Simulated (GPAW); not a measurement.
Runs of GPAW 26.7.0 on Hf. The typed cell holds 1 atom: a = 2.880 Å, b = 3.093 Å, c = 3.172 Å, α = 104.64°, β = 108.16°, γ = 109.13°. This isn't the form of Hf at room conditions, which is hcp.

```tsv
task	level	potentials or basis	eta	response ecut	scissors	kernel	maxiter	other keys	mesh quality	gap on the mesh (eV)	pressure (GPa)
optical spectrum	PBEsol	PAW data sets generated in the run's folder for this functional, pw	0.1 eV	50 eV	0 eV	RPA	150	-	not flagged	none	-
optical spectrum	AM05	PAW data sets generated in the run's folder for this functional, pw	0.1 eV	50 eV	0 eV	RPA	150	-	not flagged	none	-
single point	r2SCAN	GPAW PAW data sets (gpaw-data 1.2.1), pw	-	-	-	-	120	-	not flagged	none	(a)
energy-loss spectrum	r2SCAN	GPAW PAW data sets (gpaw-data 1.2.1), pw	0.5 eV	40 eV	-	ALDA	100	several, not listed	coarse	none	-
single point	PBE	GPAW PAW data sets (gpaw-data 1.2.1), pw	-	-	-	-	120	-	not flagged	none	-2.7
optical spectrum	PBE	GPAW PAW data sets (gpaw-data 1.2.1), pw	0.1 eV	50 eV	0 eV	RPA	150	-	not flagged	none	-
optical spectrum	RPBE	the program's PAW data sets (release 1.2.1) made for this functional, pw	0.1 eV	50 eV	0 eV	RPA	150	-	not flagged	none	-
```

Alike in all rows: no spin polarisation; cell sheared at random, sigma 0.06, atoms nudged by 0.01 Å; k mesh 9 × 8 × 8; cutoff (eV) 500; smearing fermi-dirac 0.05 eV.

**Question.** Fill in the values left out.

**Answer.** (a) -3.7.

Caveats: some runs use coarse meshes; the intraband term hangs on this k mesh (some runs); the long-wavelength limit can be off by several per cent where d states take part (some runs); independent-particle spectra lack excitons (some runs); the cutoff is short for stress and forces, so pressures can be off by a GPa or more (some runs); the PAW data sets were made with another functional, which shifts forces and pressure a little (some runs); the highest transitions drop out of the frequency grid (some runs); response on these states lacks terms of the Hamiltonian (some runs).

A k mesh can miss the band edges, and the runs leave out spin-orbit coupling on Hf.

A gap of «none» marks a metal or a gap under the smearing width.
